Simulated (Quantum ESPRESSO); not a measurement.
C under changes of volume

One of the cells (9.153 Å³/atom); the others are scaled copies at fixed shape and fractional positions:

```
C
1.0
     2.12732   -1.22828    0.00000
     2.12732    1.22828    0.00000
    -1.37907    0.00000    3.50283
C
2
Direct
  0.16664 0.16664 0.99991
  0.83336 0.83336 0.00009
```

This is a stacking variant of graphite.

* Program: Quantum ESPRESSO 7.5
* Functional: PBE
* Potentials or basis: SSSP 1.3 efficiency PBE
* Cutoff: 748 eV
* Density cutoff: 5987 eV
* k mesh: 13 × 13 × 8
* Occupations: fermi-dirac, width 0.05 eV
* Spin: no spin polarisation

```tsv
volume (Å³/atom)	energy over the lowest point (meV/atom)	pressure (GPa)	gap on the mesh (eV)
8.604	46.73	23.0	0.95
8.787	24.27	16.0	0.94
8.970	?	?	?
9.153	1.54	3.9	0.93
9.336	0.00	-1.4	0.92
9.519	4.28	-6.3	0.92
9.702	13.83	-10.7	0.91
```

**Question.** What does the run at 8.970 Å³/atom give?

**Answer.** Energy over the lowest point 9.43 meV/atom; pressure 9.7 GPa; gap on the mesh 0.94 eV.

Worked out: A Birch-Murnaghan fit of order 3 (a polynomial in V^(-2/3)) to the other rows has its minimum at 9.29 Å³/atom with B0 = V·E''(V) = 263 GPa and B' = 3.6 at fixed shape and positions, which overstates the stiffness. It gives 9.43 meV/atom at 8.970 Å³/atom, against the run's 9.43, and -dE/dV = 9.9 GPa, against 9.7. A straight line through the other rows of the gap, of slope -0.313 eV per unit of ln V, gives 0.94 eV, against the run's 0.94.

Energies are extrapolated to zero smearing.

Caveats: an odd mesh through Γ misses points on the zone boundary, where band edges often lie; this functional lacks dispersion, which binds the layers, so the pressure and a relaxed spacing across them are unreliable.
